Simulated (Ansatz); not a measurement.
## Deforming Pt

```xyz
1
Lattice="0.0000 1.9579 1.9579 1.9579 0.0000 1.9579 1.9579 1.9579 0.0000" Properties=species:S:1:pos:R:3 pbc="T T T"
Pt    0.0000    0.0000    0.0000
```

The geometry is COD entry 9012957, unchecked; take it as a test cell. It is an old determination, and later ones may differ.

No spin–orbit coupling, which matters for the heavy atoms here.

Computed with DFT, PBE, all-electron PAW with datasets made for the crystal, scalar-relativistic (Ansatz 0.2.0).

Numerical set-up: a Γ-centred 18×18×18 k mesh, Fermi–Dirac smearing of 0.03 eV, cutoff 280 eV (chosen by the program for this cell), no spin polarisation.

The unchanged cell is at 11.38 GPa.

In a metal, stresses and small energies carry noise from the k mesh.

x, y and z are the Cartesian axes of the cell as listed; fractional coordinates follow a strain, and an engineering shear is twice the off-diagonal strain component.

With equal xy, yz and zx engineering shear strains of -1.5 %: energy change +3 meV/atom; stress change (xx, yy, zz, yz, xz, xy) 0.21, 0.21, 0.21, 1.17, 1.17, 1.17 GPa, compression positive.

With equal xy, yz and zx engineering shear strains of -1 %: energy change +1 meV/atom; stress change (xx, yy, zz, yz, xz, xy) 0.09, 0.09, 0.09, 0.77, 0.77, 0.77 GPa, compression positive.
